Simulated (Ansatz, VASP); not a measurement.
## LiF (Griceite) in two plane-wave programs

Wanted: the spread between two codes on one cell, functional and k mesh. The cell is taken from a series of runs on this material, whose earlier steps may have relaxed, scaled, displaced or heated it; both programs get it as it stands.

Main program and level: Ansatz 0.2.0; plane waves, with VASP 6.6.1 beside it; single point at PBEsol and dielectric response at PBEsol.

### 1. Set-up

The structure is cubic, space group Fm-3m (No. 225). The conventional cell has a = 4.006 Å, b = 4.006 Å, c = 4.006 Å, α = 90.00°, β = 90.00°, γ = 90.00°. Nearest to Li lie 6 F at 2.00 Å. Nearest to F lie 6 Li at 2.00 Å. Farther neighbours and most contacts between anions are not listed.

### 2. Ansatz: single point, PBEsol

Ansatz runs on its PAW soft_1 files.

A single point gives forces, pressure and levels at one fixed geometry, so differences don't come from the geometry; what else differs is listed under the comparison.

Contents of input.yaml:

```yaml
crystal:
  lattice:
    - [0.0, 2.0031778202, 2.0031778202]
    - [2.0031778202, 0.0, 2.0031778202]
    - [2.0031778202, 2.0031778202, 0.0]
  atoms:
    - { symbol: Li, position: [0.0, 0.0, 0.0] }
    - { symbol: F, position: [0.5, 0.5, 0.5] }
kpoints:
  mp_grid: { grid: [10, 10, 10] }
  band_path:
    path:
      - [[0.0, 0.0, 0.0], [0.5, 0.0, 0.5], [0.5, 0.25, 0.75], [0.375, 0.375, 0.75], [0.0, 0.0, 0.0], [0.5, 0.5, 0.5], [0.625, 0.25, 0.625], [0.5, 0.25, 0.75], [0.5, 0.5, 0.5], [0.375, 0.375, 0.75]]
      - [[0.625, 0.25, 0.625], [0.5, 0.0, 0.5]]
    npoints: 6
scf:
  occupations: { method: fixed }
  n_extra_bands: 6
hamiltonian:
  xc: pbesol
  pseudopotentials: { kind: paw, azcp: { folder: soft_1 }, xc_functional: pbe }
output:
  optics:
    e_range: [0, 14]
    de: 0.025
    sigma: 0.1
    nscf_kmesh: { grid: [14, 14, 14] }
    kdotp_interpolation: "on"
    bands: { spectra_wanted_up_to: 14 }
  write_bands: true
```

Run with:

```bash
$ ansatz run input.yaml --threads 4 --pin off --max-ram 8192MiB --backend cpu --events-out ev --progress --plain --runs-dir out
```

Numbers of over 12 decimals in the logs are rounded to 6 here.

The log of the run:

```text
scf.n_extra_bands = 6 over 5 filled bands (N_el = 10.0): the run solves 11 bands
Engine: ansatz 0.2.0, aarch64-unknown-linux-gnu
Pseudopotentials: kind: paw
Pseudopotential: Li, paw, valence charge 3, recommended cutoff 420 eV (normal), soft_1/Li.paw.azcp
Pseudopotential: F, paw, valence charge 7, recommended cutoff 420 eV (normal), soft_1/F.paw.azcp
Functional definition: PBEsol
  exchange = pbesol_x
  correlation = pbesol_c
Crystal: 2 atoms, lattice volume = 16.076 Å³
Basis set: ecut = 420 eV, 331 PW (Γ)
Bands: 11, of which v1, the nominal top of the filled ones, is band 5 counted from 1 (4 counted from 0)
Symmetry: 48 space group operations
Space group: Fm-3m (ITA 225), of the structure as read, at distance tolerance 2.5e-5 Å
k-points: 47 of 1000
Non-local potential: Li, projectors of the file, l = 0: 3, l = 1: 2, l = 2: 1
Non-local potential: F, projectors of the file, l = 0: 2, l = 1: 2, l = 2: 1
PAW form: soft (Blöchl's): semilocal exchange-correlation on the pseudo side does not see the compensation charge
PAW frozen core: F, regenerated for the run's functional, and the local potential with it (the file was generated under x = pbe(κ = 0.804, μ = 0.219515), c = pbe(β = 0.066725))
PAW one-centre angular grid: Li, 110 points (default); XC on 64 Gauss nodes
PAW one-centre angular grid: F, 110 points (default); XC on 64 Gauss nodes
Initial density: superposition of atomic densities (chi_scale 0.1, normalization cell, long waves kept (reshape's long-wave potential 0.00 eV rms))
Initial wavefunctions: pseudopotential atomic-orbital guess
Functional: x = pbesol(κ = 0.804, μ = 0.123457), c = pbesol(β = 0.046)
SCF iter   1: F=—  HF=-1006.477607 eV  |F-HF|=—  |Δ(HF+E_count)|=         —  Δρ=6.22e-2  dr2=3.37e-1  ethr=3.10e-3  ⟨swp⟩=3.9  Hψ=2488  notcnv=0  defer=179
preconditioner: auto → none  [insulator: Δε(μ)=8.218 eV  Ē_g=25.551 eV  n_scr=0 (ndim 8)  ℏωp=26.2 eV  f_vac=0.000  ε∞_Penn≈2.1]
SCF iter   2: F=—  HF=-1006.532712 eV  |F-HF|=—  |Δ(HF+E_count)|=   5.51e-2  Δρ=3.22e-2  dr2=8.14e-2  ethr=3.10e-3  ⟨swp⟩=2.0  Hψ=1002  notcnv=0  defer=173
SCF iter   3: F=—  HF=-1006.556022 eV  |F-HF|=—  |Δ(HF+E_count)|=   2.33e-2  Δρ=1.32e-2  dr2=1.33e-2  ethr=8.14e-4  ⟨swp⟩=2.6  Hψ=699  notcnv=0  defer=184
SCF iter   4: F=—  HF=-1006.561209 eV  |F-HF|=—  |Δ(HF+E_count)|=   5.19e-3  Δρ=9.60e-4  dr2=1.40e-4  ethr=1.33e-4  ⟨swp⟩=2.3  Hψ=587  notcnv=0  defer=186
SCF iter   5: F=—  HF=-1006.561280 eV  |F-HF|=—  |Δ(HF+E_count)|=   7.10e-5  Δρ=3.14e-4  dr2=9.47e-6  ethr=1.40e-6  ⟨swp⟩=2.0  Hψ=704  notcnv=0  defer=186
SCF iter   6: F=—  HF=-1006.561276 eV  |F-HF|=—  |Δ(HF+E_count)|=   3.71e-6  Δρ=3.01e-5  dr2=8.21e-8  ethr=9.47e-8  ⟨swp⟩=2.3  Hψ=605  notcnv=0  defer=72
SCF iter   7: F=—  HF=-1006.561276 eV  |F-HF|=—  |Δ(HF+E_count)|=   4.00e-7  Δρ=2.60e-6  dr2=6.00e-10  ethr=8.21e-10  ⟨swp⟩=2.3  Hψ=667  notcnv=0  defer=72
SCF iter   8: F=-1006.561276 eV  HF=-1006.561276 eV  |F-HF|=1.14e-13  |Δ(HF+E_count)|=  1.62e-10  Δρ=6.98e-8  dr2=3.97e-13  ethr=1.00e-12  ⟨swp⟩=5.9  Hψ=2413  notcnv=0
SCF 1 converged in 8 iterations: F = -1006.561276 eV  dr2 = 3.97e-13
  greatest PAW one-centre occupation: 1.000 electrons in one spin orbital (limit 2), on the Li atom at site 0 (counted from 0), in its partial waves of l = 0
NSCF: frozen V_eff on 62 k-points
NSCF: frozen V_eff on 104 k-points
[...]
output.optics: what the bands over the 11 summed would add to eps1, eps2 and the energy-loss function is held between a lower and an upper bound (7 Lanczos steps). eps1, eps2 and their loss function (loss_summed_bands) are given on every row as the summed bands alone make them. Along an axis, on a row where the two bounds hold the loss function to about 1 % of the greater of itself and 0.5 % of |1/eps|, its cell (loss_completed) is given, with the completed eps1 and eps2 that it is formed of (a cell that is left empty reads nan in the table and null in the record). The two bounds hold it so along every axis on all 561 rows up to 14.000 eV. [rest of the remark cut]
SCF converged after 8 iterations
Free energy (F): -1006.561276 eV
Harris-Foulkes:  -1006.561276 eV  (|F-HF|=1.14e-13)
Internal energy: -1006.561276 eV  (E = F + TS)
E sigma→0 (E₀):  -1006.561276 eV
Fermi energy:    0.996169 eV
--- Per-component energies (eV) ---
  E_band       = -116.371015
  E_kinetic    = 215.661372
  E_local      = -647.134149  (includes V_loc(G=0)·N_el)
  E_nonlocal   = 68.142111
  E_hartree    = 223.618538
  E_xc         = -85.848359
  E_vxc        = -110.904538  (∫ρ·V_xc dr)
  E_paw        = -220.904632  (= ΣΔE_a)
  E_vpaw       = -89.373887  (= ΣTr[D̂ρ^β])
  E_aug_tail   = 0.000983  (compensation charges beyond the density's cutoff)
  E_ewald      = -560.139583
  E_core_change = 0.042443  (= ΣΔE_core)
  E_smearing   = -0.000000  (= −TS)
  E_closure    = 0.000000  (closes the sum)
  Σ components = -1006.561276   (vs F -1006.561276, Δ=0.00e0)
--- Band table (eV; the first three rows and the last of 47) ---
  k-point 0: bands = [... 1 lower, -18.9030, 0.9962, 0.9962, 0.9962, 10.0571, 25.0707, 25.0707, 25.0707, ... 2 higher]
  k-point 1: bands = [... 1 lower, -18.8630, 0.6983, 0.9726, 0.9726, 10.3512, 22.2264, 23.7453, 23.7453, ... 2 higher]
  k-point 2: bands = [... 1 lower, -18.7561, -0.0155, 0.9122, 0.9122, 10.9979, 19.7383, 22.2398, 22.2398, ... 2 higher]
  k-point 46: bands = [... 1 lower, -18.1968, -1.4795, -0.8381, 0.1548, 15.8764, 16.1608, 18.4635, 20.4196, ... 2 higher]
```

The column dr2 measures how far the density is from self-consistency, as an energy; F and HF (Harris–Foulkes) agree once it is small.

### 3. VASP: single point, PBEsol

The same cell, functional and mesh now go to VASP, with its own data sets.

Lines of VASP's logs that name or quote its potential files are left out, and so is its time.

Contents of INCAR:

```
SYSTEM = LiF
PREC = Accurate
ENCUT = 650
EDIFF = 1E-06
NELM = 120
ISMEAR = 0
SIGMA = 0.01
LREAL = .FALSE.
ALGO = Normal
GGA = PS
NBANDS = 11
LORBIT = 11
LWAVE = .FALSE.
LCHARG = .FALSE.
ISIF = 2
LASPH = .TRUE.
GGA_COMPAT = .FALSE.
EFERMI = MIDGAP
```

Contents of POSCAR:

```
LiF
1.0
    0.0000000000      2.0031778202      2.0031778202
    2.0031778202      0.0000000000      2.0031778202
    2.0031778202      2.0031778202      0.0000000000
Li F
1 1
Direct
    0.0000000000      0.0000000000      0.0000000000
    0.5000000000      0.5000000000      0.5000000000
```

Contents of KPOINTS:

```
Automatic mesh
0
Gamma
10 10 10
0 0 0
```

PAW data sets: Li_sv and F (PBE family, release 64).

Run with:

```bash
$ mpirun -np 1 vasp_std
```

The log of the run:

```text
[banner, memory and clock lines left out]
running    1 mpi-ranks, on    1 nodes
 distrk:  each k-point on    1 cores,    1 groups
 distr:  one band on    1 cores,    1 groups

 POSCAR found type information on POSCAR LiF
 POSCAR found :  2 types and       2 ions
|                                                                             |
|               ----> ADVICE to this user running VASP <----                  |
|                                                                             |
|     You enforced a specific xc type in the INCAR file but a different       |
|     [... a line on the potential file left out ...]
|     I HOPE YOU KNOW WHAT YOU ARE DOING!                                     |
|                                                                             |

 LDA part: xc-table for (Slater+PW92), standard interpolation
 POSCAR, INCAR and KPOINTS ok, starting setup
 FFT: planning ... GRIDC
 FFT: planning ... GRID_SOFT
 FFT: planning ... GRID
 WAVECAR not read
 entering main loop
       N       E                     dE             d eps       ncg     rms          rms(c)
DAV:   1     0.392070111107E+02    0.39207E+02   -0.62288E+03  1042   0.109E+03
DAV:   2    -0.883193306034E+01   -0.48039E+02   -0.47108E+02  1180   0.217E+02
DAV:   3    -0.102638075391E+02   -0.14319E+01   -0.14282E+01  1324   0.336E+01
DAV:   4    -0.102805276930E+02   -0.16720E-01   -0.16717E-01  1275   0.394E+00
DAV:   5    -0.102806635646E+02   -0.13587E-03   -0.13587E-03  1383   0.268E-01    0.406E+00
DAV:   6    -0.985721342929E+01    0.42345E+00   -0.20401E+00  1184   0.951E+00    0.140E+00
DAV:   7    -0.985502703994E+01    0.21864E-02   -0.16194E-02  1432   0.125E+00    0.844E-01
DAV:   8    -0.985709268732E+01   -0.20656E-02   -0.12207E-02  1403   0.134E+00    0.106E-01
DAV:   9    -0.985711681557E+01   -0.24128E-04   -0.10261E-03  1199   0.310E-01    0.433E-02
DAV:  10    -0.985716688362E+01   -0.50068E-04   -0.10279E-04  1206   0.852E-02    0.972E-03
DAV:  11    -0.985716743379E+01   -0.55017E-06   -0.40712E-06  1431   0.220E-02
   1 F= -.98571674E+01 E0= -.98571674E+01  d E =0.000000E+00
```

Parts of OUTCAR (step 3):

```text
ion  position               nearest neighbor table
   1  0.000  0.000  0.000-   2 2.00   2 2.00   2 2.00   2 2.00   2 2.00   2 2.00
   2  0.500  0.500  0.500-   1 2.00   1 2.00   1 2.00   1 2.00   1 2.00   1 2.00

  LATTYP: Found a face centered cubic cell.
 ALAT       =     4.0063556404

 Subroutine GETGRP returns: Found 48 space group operations
 (whereof 48 operations were pure point group operations)

The static configuration has the point symmetry O_h .

 Found     47 irreducible k-points:

   k-points           NKPTS =     47   k-points in BZ     NKDIM =     47   number of bands    NBANDS=     11

   dimension x,y,z NGX =    24 NGY =   24 NGZ =   24
   dimension x,y,z NGXF=    48 NGYF=   48 NGZF=   48

   ENCUT  =  650.0 eV  47.77 Ry    6.91 a.u.   5.89  5.89  5.89*2*pi/ulx,y,z

   NELECT =      10.0000    total number of electrons

 k-points in reciprocal lattice and weights: Automatic mesh
   0.00000000  0.00000000  0.00000000       0.001
   0.10000000  0.00000000  0.00000000       0.008
   0.20000000  0.00000000  0.00000000       0.008
   0.30000000  0.00000000  0.00000000       0.008
   0.40000000  0.00000000  0.00000000       0.008
   0.50000000  0.00000000  0.00000000       0.004
   0.10000000  0.10000000  0.00000000       0.006
   0.20000000  0.10000000  0.00000000       0.024
   0.30000000  0.10000000  0.00000000       0.024
[...]
-0.30000000  0.40000000  0.20000000       0.024
  -0.30000000  0.50000000  0.20000000       0.012

 average (electrostatic) potential at core
       1 -60.4263       2 -76.5973

 E-fermi :   3.5127

 k-point     1 :       0.0000    0.0000    0.0000
  band No.  band energies     occupation
      1     -41.1802      2.00000
      2     -20.9242      2.00000
      3      -1.0163      2.00000
      4      -1.0163      2.00000
      5      -1.0163      2.00000
      6       8.0418      0.00000
      7      23.0227      0.00000
      8      23.0227      0.00000
      9      23.0232      0.00000
     10      23.2567      0.00000
    ...

 k-point     2 :       0.1000    0.0000    0.0000
  band No.  band energies     occupation
      1     -41.1735      2.00000
      2     -20.8838      2.00000
      3      -1.3148      2.00000
      4      -1.0402      2.00000
      5      -1.0402      2.00000
      6       8.3361      0.00000
      7      20.2142      0.00000
      8      21.7168      0.00000
      9      21.7168      0.00000
     10      24.3438      0.00000
    ...

 k-point     3 :       0.2000    0.0000    0.0000
  band No.  band energies     occupation
      1     -41.1564      2.00000
      2     -20.7755      2.00000
      3      -2.0302      2.00000
      4      -1.1015      2.00000
      5      -1.1015      2.00000
      6       8.9817      0.00000
      7      17.7249      0.00000
      8      20.2096      0.00000
      9      20.2096      0.00000
     10      25.3779      0.00000
    ...

  Total       -0.0587728     -0.0587728     -0.0587728      0.0000000      0.0000000      0.0000000
  in kB       -5.8573140     -5.8573140     -5.8573140      0.0000000      0.0000000      0.0000000
  external PRESSURE =      -5.8573140 kB  Pullay stress =       0.0000000 kB

  energy-cutoff  :      650.00
  volume of cell :       16.08
      direct lattice vectors                 reciprocal lattice vectors
     0.000000000  2.003177820  2.003177820    -0.249603403  0.249603403  0.249603403
     2.003177820  0.000000000  2.003177820     0.249603403 -0.249603403  0.249603403
     2.003177820  2.003177820  0.000000000     0.249603403  0.249603403 -0.249603403

 POSITION                                       TOTAL-FORCE (eV/Angst)
 -----------------------------------------------------------------------------------
      0.00000      0.00000      0.00000         0.000000     -0.000000      0.000000
      2.00318      2.00318      2.00318        -0.000000      0.000000     -0.000000
 -----------------------------------------------------------------------------------
    total drift:                               -0.000000     -0.000000      0.000000

  FREE ENERGIE OF THE ION-ELECTRON SYSTEM (eV)
  ---------------------------------------------------
  free  energy   TOTEN  =        -9.8571674338 eV

  energy  without entropy=       -9.8571674338  energy(sigma->0) =       -9.85716743

 total charge
# of ion       s       p       d       tot
------------------------------------------
    1        2.018   0.055   0.000   2.073
    2        1.721   4.402   0.000   6.123
--------------------------------------------------
tot          3.740   4.457   0.000   8.196

[... 3 further parts left out ...]
```

The run ends at a pressure of -0.59 GPa.

### 4. Comparison

Known differences besides the potentials themselves: fixed occupations in Ansatz, narrow Gaussian smearing in VASP; the cutoff is 420 eV in Ansatz and 650 eV in VASP; Ansatz makes its cores anew for this functional, VASP keeps those of its PBE data sets. Total energies have different zeros and are not compared.

The two programs side by side:

```tsv
quantity	Ansatz	VASP	difference
gap on the k mesh (eV)	9.061	9.058	+0.003
```

A gap on the mesh is an upper bound, since the band edges may lie between its points.

### 5. VASP: dielectric response, PBEsol

The response to a field tests empty states and converges slowly with the mesh.

Edit INCAR of step 3 so:

```diff
@@ -3,3 +3,3 @@
 ENCUT = 650
-EDIFF = 1E-06
+EDIFF = 1E-08
 NELM = 120
@@ -15,2 +15,3 @@
 ISIF = 2
+LEPSILON = .TRUE.
 LASPH = .TRUE.
```

POSCAR is that of step 3.

KPOINTS is that of step 3.

Run with:

```bash
$ mpirun -np 1 vasp_std
```

The log of the run:

```text
[banner, memory and clock lines left out]
running    1 mpi-ranks, on    1 nodes
[...]
[... a notice as in an earlier step ...]

 LDA part: xc-table for (Slater+PW92), standard interpolation
 POSCAR, INCAR and KPOINTS ok, starting setup
[...]
entering main loop
       N       E                     dE             d eps       ncg     rms          rms(c)
[... 10 cycles as in an earlier step ...]
DAV:  11    -0.985716743379E+01   -0.55017E-06   -0.40712E-06  1434   0.220E-02    0.146E-03
DAV:  12    -0.985716751664E+01   -0.82855E-07   -0.54689E-07  1213   0.717E-03    0.124E-03
DAV:  13    -0.985716753456E+01   -0.17921E-07   -0.99983E-08  1251   0.280E-03    0.165E-04
DAV:  14    -0.985716753436E+01    0.20407E-09   -0.17353E-09   762   0.482E-04
   1 F= -.98571675E+01 E0= -.98571675E+01  d E =0.000000E+00
 Linear response reoptimize wavefunctions to high precision
DAV:   1    -0.985716753462E+01   -0.26341E-09   -0.97421E-10  1165   0.233E-04
DAV:   2    -0.985716753460E+01    0.23419E-10   -0.28534E-11   688   0.511E-05
[...]
RMM:  11    -0.531770398923E-01    0.34224E-06   -0.26129E-06  4737   0.425E-04    0.154E-05
RMM:  12    -0.531769079794E-01    0.13191E-06   -0.23845E-06  4470   0.220E-04    0.212E-06
 change of polarisation eV/A/(eV/A) component  2 :     0.012     0.097    -0.003
 dielectric tensor                  component  2 :     0.132     2.089    -0.037
 Linear response to external field, progress :
  Direction:   3
       N       E                     dE             d eps       ncg     rms          rms(c)
RMM:   1    -0.470476751606E-01   -0.47048E-01   -0.11157E-01  4932   0.182E+00
RMM:   2    -0.487245083523E-01   -0.16768E-02   -0.45994E-03  4455   0.484E-01    0.355E-01
RMM:   3    -0.490868837292E-01   -0.36238E-03   -0.16605E-03  4437   0.335E-01    0.215E-01
RMM:   4    -0.525603663085E-01   -0.34735E-02   -0.11335E-03  4228   0.356E-01    0.256E-02
[...]
RMM:  10    -0.531773703836E-01   -0.36224E-06   -0.15280E-06  4973   0.916E-04    0.232E-05
RMM:  11    -0.531769947176E-01    0.37567E-06   -0.37115E-06  4752   0.435E-04    0.152E-05
RMM:  12    -0.531768805643E-01    0.11415E-06   -0.29605E-06  4446   0.223E-04    0.197E-06
 change of polarisation eV/A/(eV/A) component  3 :    -0.001     0.007     0.097
 dielectric tensor                  component  3 :    -0.007     0.082     2.089
 Born effective charges drift removed
```

From OUTCAR (step 5):

```text
  Total       -0.0621723     -0.0621723     -0.0621723      0.0000000     -0.0000000     -0.0000000
  in kB       -6.1961109     -6.1961109     -6.1961109      0.0000000     -0.0000000     -0.0000000
  external PRESSURE =      -6.1961109 kB  Pullay stress =       0.0000000 kB

 POSITION                                       TOTAL-FORCE (eV/Angst)
 -----------------------------------------------------------------------------------
      0.00000      0.00000      0.00000        -0.000000      0.000000      0.000000
      2.00318      2.00318      2.00318         0.000000     -0.000000      0.000000
 -----------------------------------------------------------------------------------
    total drift:                               -0.000000     -0.000000      0.000000

 MACROSCOPIC STATIC DIELECTRIC TENSOR (including local field effects in DFT)
 ------------------------------------------------------
           2.088615    -0.000000     0.000000
          -0.000000     2.088615     0.000000
          -0.000000     0.000000     2.088615
 ------------------------------------------------------

[... 2 parts as in an earlier step ...]
```

### 6. Ansatz: dielectric response, PBEsol

The same cell, functional and mesh now go to Ansatz, which takes its cutoff from its data sets.

The cell is taken from a series of runs on this material, whose earlier steps may have relaxed, scaled, displaced or heated it; both programs get it as it stands.

input.yaml, the sections that differ from step 2:

```yaml
kpoints:
  mp_grid: { grid: [10, 10, 10] }
scf:
  occupations: { method: fixed }
dielectric: {}
# crystal, hamiltonian: as in step 2
# output: removed
```

Run with:

```bash
$ ansatz run input.yaml --threads 4 --pin off --max-ram 8192MiB --backend cpu --events-out ev --progress --plain --runs-dir out
```

The log of the run:

```text
[...]
Crystal: 2 atoms, lattice volume = 16.076 Å³
Basis set: ecut = 420 eV, 331 PW (Γ), exchange–correlation on 40×40×40 points (8 copies of the dense FFT grid, shifted against one another)
Bands: 9, of which v1, the nominal top of the filled ones, is band 5 counted from 1 (4 counted from 0)
[... 1 set-up line as in the run before ...]
k-points: 102 of 1000 (irreducible under 8 space group operations, time reversal used)
[...]
Born effective charges Z* (e; rows j = field, columns β = displacement):
    site 0:
         1.04794    0.00000    0.00000
        -0.00000    1.04794    0.00000
         0.00000    0.00000    1.04794
    site 1:
        -1.04794   -0.00000    0.00000
         0.00000   -1.04794   -0.00000
         0.00000   -0.00000   -1.04794
  Z* charge neutrality: 4.528e-6 e pre-enforcement
  k-mesh period / interband length: 28.3 Å / 0.78 Å = 36.48 at k = (0.0000, 0.0000, -0.5000), direct gap 10.903 eV — 14 or more, which is no proof of convergence
[key lines of the parts left out:]
SCF converged after 8 iterations
Free energy (F): -1006.561216 eV
Fermi energy:    0.996137 eV
```

### 7. Differences

Both answers:

```tsv
quantity	Ansatz	VASP	difference
ε∞ xx	2.09	2.09	-0.03 %
ε∞ yy	2.09	2.09	-0.03 %
ε∞ zz	2.09	2.09	-0.03 %
```

### 8. Results

| Quantity | Value |
| --- | --- |
| difference in gap on the k mesh (single point, PBEsol) | 0.0029 eV |
| difference in ε∞ xx (dielectric response, PBEsol) | -0.026 % |

**Reading.** The difference in gap on the k mesh is 0.0029 eV (single point, PBEsol), within the 0.08 eV picked in this series as the mark of a large difference. How closely two codes agree says nothing of how well the functional describes the real material.

[Lines on the potential files, build, host, timing and source positions are cut from VASP's logs without a mark.]

[Logs are printed without paths, hosts, clocks, repeated set-up lines and the standing remarks that a program may print on its own settings, such as how far it seeks lower states.]

[Hosts, paths, dates, database ids (printed as entryN), source tags and the programs' standing remarks are cut or masked in the printed files.]
